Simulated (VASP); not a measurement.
## VASP 6.6.1 run: GaAs

INCAR

```
LASPH = .TRUE.
EDIFF = 1E-8
ENCUT = 350
LREAL = .FALSE.
LCHARG = .FALSE.
GGA = PE
ISMEAR = -5
PREC = Accurate
NBANDS = 16
NSW = 0
SIGMA = 0.1
LWAVE = .FALSE.
IBRION = -1
ISIF = 2
NELM = 120
```

KPOINTS

```
KPOINTS created by Atomic Simulation Environment
0
Gamma
8 8 8
0 0 0
```

POSCAR

```
Ga As
 1.0000000000000000
     0.0000000000000000    2.8330850957000000    2.8330850957000000
     2.7622579683000001    0.0000000000000000    2.8330850957000000
     2.7622579683000001    2.8330850957000000    0.0000000000000000
 Ga  As
   1   1
Cartesian
  0.0000000000000000  0.0000000000000000  0.0000000000000000
  1.3811289841500001  1.4165425478500000  1.4165425478500000
```

The recommended PBE PAW datasets give the neutral cell 18 valence electrons.

Command

```
mpirun -np 1 vasp_std
```

OSZICAR

```
N       E                     dE             d eps       ncg     rms          rms(c)
DAV:   1     0.704929245887E+02    0.70493E+02   -0.73748E+03  1936   0.128E+03
DAV:   2    -0.321441791530E+01   -0.73707E+02   -0.70914E+02  2160   0.254E+02
DAV:   3    -0.831621096591E+01   -0.51018E+01   -0.50904E+01  2200   0.580E+01
DAV:   4    -0.838409418330E+01   -0.67883E-01   -0.67875E-01  2432   0.743E+00
DAV:   5    -0.838502416561E+01   -0.92998E-03   -0.92997E-03  2288   0.763E-01    0.297E+00
DAV:   6    -0.824098088861E+01    0.14404E+00   -0.21096E-01  2864   0.794E+00    0.180E+00
DAV:   7    -0.822018487531E+01    0.20796E-01   -0.65817E-02  2384   0.182E+00    0.569E-01
DAV:   8    -0.822100551348E+01   -0.82064E-03   -0.10416E-02  2296   0.115E+00    0.115E-01
DAV:   9    -0.822139332395E+01   -0.38781E-03   -0.95539E-04  2408   0.355E-01    0.505E-02
DAV:  10    -0.822145734721E+01   -0.64023E-04   -0.71216E-05  2560   0.893E-02    0.276E-02
DAV:  11    -0.822150647077E+01   -0.49124E-04   -0.67774E-05  2136   0.609E-02    0.288E-03
DAV:  12    -0.822150677050E+01   -0.29973E-06   -0.11290E-06  2480   0.144E-02    0.141E-03
DAV:  13    -0.822150703903E+01   -0.26853E-06   -0.49261E-07  2272   0.461E-03    0.691E-04
DAV:  14    -0.822150702639E+01    0.12642E-07   -0.74914E-09  1984   0.872E-04    0.518E-04
DAV:  15    -0.822150706296E+01   -0.36575E-07   -0.25367E-09  1784   0.446E-04    0.286E-05
DAV:  16    -0.822150706916E+01   -0.61946E-08   -0.46928E-10  1216   0.263E-04
   1 F= -.82215071E+01 E0= -.82215071E+01  d E =0.000000E+00
```

From OUTCAR

```
k-points           NKPTS =     59   k-points in BZ     NKDIM =     59   number of bands    NBANDS=     16

   NELECT =      18.0000    total number of electrons

   dimension x,y,z NGX =    24 NGY =   24 NGZ =   24
   dimension x,y,z NGXF=    48 NGYF=   48 NGZF=   48

  energy-cutoff  :      350.00
  volume of cell :       44.34
      direct lattice vectors                 reciprocal lattice vectors
     0.000000000  2.833085096  2.833085096    -0.181011334  0.176486051  0.176486051
     2.762257968  0.000000000  2.833085096     0.181011334 -0.176486051  0.176486051
     2.762257968  2.833085096  0.000000000     0.181011334  0.176486051 -0.176486051

 k-points in reciprocal lattice and weights: KPOINTS created by Atomic Simulation Env
   0.00000000  0.00000000  0.00000000       0.002
   0.12500000  0.00000000  0.00000000       0.016
   0.25000000  0.00000000  0.00000000       0.016
   0.37500000  0.00000000  0.00000000       0.016
   0.50000000  0.00000000  0.00000000       0.008
   0.12500000  0.12500000  0.00000000       0.008
   0.25000000  0.12500000  0.00000000       0.031
   0.37500000  0.12500000  0.00000000       0.031
   ...

 E-fermi :   4.2615

 k-point     1 :       0.0000    0.0000    0.0000
  band No.  band energies     occupation
      1     -10.7256      2.00000
      2     -10.7256      2.00000
      3     -10.7192      2.00000
      4     -10.6419      2.00000
      5     -10.6379      2.00000
      6      -8.7503      2.00000
      7       4.0632      2.00000
      8       4.0632      2.00000
      9       4.2047      2.00000
     10       4.7675      0.00000
     11       7.8014      0.00000
     12       7.8693      0.00000
     13       7.8693      0.00000
     14      11.7553      0.00000
     15      14.0339      0.00000
     16      14.5034      0.00000

 k-point     2 :       0.1250    0.0000    0.0000
  band No.  band energies     occupation
      1     -10.7388      2.00000
      2     -10.7218      2.00000
      3     -10.7174      2.00000
      4     -10.6424      2.00000
      5     -10.6379      2.00000
      6      -8.5624      2.00000
      7       2.1544      2.00000
      8       3.8093      2.00000
      9       3.9259      2.00000
     10       5.7924      0.00000
     11       8.1497      0.00000
     12       8.2184      0.00000
     13       8.3768      0.00000
     14      12.6969      0.00000
     15      13.2352      0.00000
     16      13.5566      0.00000

 k-point     3 :       0.2500    0.0000    0.0000
  band No.  band energies     occupation
      1     -10.7706      2.00000
      2     -10.7136      2.00000
      3     -10.7096      2.00000
      4     -10.6422      2.00000
      5     -10.6369      2.00000
      6      -8.0375      2.00000
      7      -0.0654      2.00000
      8       3.3351      2.00000
      9       3.4929      2.00000
     10       5.6167      0.00000
     11       8.6964      0.00000
     12       8.7463      0.00000
     13      10.1650      0.00000
     14      13.0088      0.00000
     15      13.1110      0.00000
     16      13.3376      0.00000

 ...

  Total        1.5906808      1.1987548      1.1987548      0.0000000      0.0000000     -0.0000000
  in kB       57.4751564     43.3139166     43.3139166      0.0000000      0.0000000     -0.0000000
  external PRESSURE =      48.0343299 kB  Pullay stress =       0.0000000 kB

 POSITION                                       TOTAL-FORCE (eV/Angst)
 -----------------------------------------------------------------------------------
      0.00000      0.00000      0.00000         0.000000     -0.000000     -0.000000
      1.38113      1.41654      1.41654         0.000000      0.000000      0.000000
 -----------------------------------------------------------------------------------
    total drift:                                0.000004      0.000008      0.000008

  FREE ENERGIE OF THE ION-ELECTRON SYSTEM (eV)
  ---------------------------------------------------
  free  energy   TOTEN  =        -8.2215070692 eV

  energy  without entropy=       -8.2215070692  energy(sigma->0) =       -8.22150707
```

It converged. Results: gap between bands v and c on the k mesh 0.56 eV; least direct gap on the k mesh 0.56 eV; pressure 4.8 GPa. Band v is the last that the valence electrons fill when counted band by band, and c is the next.

For comparison, a separate PBE run of the intended cell, on usual settings and not on those above, gives a gap of 0.56 eV on its mesh and a pressure of 4.9 GPa.

The run above took about 14 s on one core of a shared host (Intel Xeon Platinum 8488C) and held 0.15 GiB at most.
